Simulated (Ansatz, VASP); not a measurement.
# Two plane-wave programs on Be

Contents of INCAR:

```
ALGO = Normal
EDIFF = 1E-6
ENCUT = 520
GGA = RP
ISIF = 2
ISMEAR = -1
LASPH = T
LCHARG = F
LREAL = F
LWAVE = F
NBANDS = 7
NELM = 60
PREC = Accurate
SIGMA = 0.1
```

Contents of KPOINTS:

```
k-points
0
Gamma
  16 16 16
```

File POSCAR:

```
Be
1.0
    2.1000795962      0.0000000000      0.0000000000
    0.0000000000      2.1000795962      0.0000000000
    0.0000000000      0.0000000000      2.1000795962
Be
1
Direct
    0.0000000000      0.0000000000      0.0000000000
```

Input for Ansatz:

```yaml
crystal:
  lattice:
    - [2.1000795962, 0.0, 0.0]
    - [0.0, 2.1000795962, 0.0]
    - [0.0, 0.0, 2.1000795962]
  atoms:
    - { symbol: Be, position: [0.0, 0.0, 0.0] }
hamiltonian:
  xc: rpbe
  pseudopotentials:
    kind: paw
    azcp:
      Be: "pseudopotentials/Be.paw.azcp"
basis:
  ecutwfc: 420
  fft_grid_basis: typed
kpoints:
  mp_grid: { grid: [16, 16, 16], shift: [0, 0, 0] }
magnetization:
  spin_polarized: false
scf:
  occupations: { method: fermi_dirac, width: 0.1 }
  lower_state_search: "off"
output:
  stress: true
```

Alike in both runs: task single point; functional RPBE; k mesh 16 × 16 × 16; occupations fermi-dirac, width 0.1 eV; no spin polarisation.

|  | VASP | Ansatz |
| --- | --- | --- |
| version | VASP 6.6.1 | Ansatz 0.2.0 |
| potentials or method | VASP PAW PBE potentials, release 64 (Be) | plane waves (420 eV) with PAW, scalar-relativistic |
| plane-wave cutoff (eV) | 520 | 420 |
| valence electrons in the cell | 2 | 2 |

```csv
,VASP,Ansatz,Ansatz less VASP
pressure (GPa),11.7,11.7,+0.01
```

Caveats: the PAW data sets were made with another functional, which shifts forces and pressure a little (VASP).
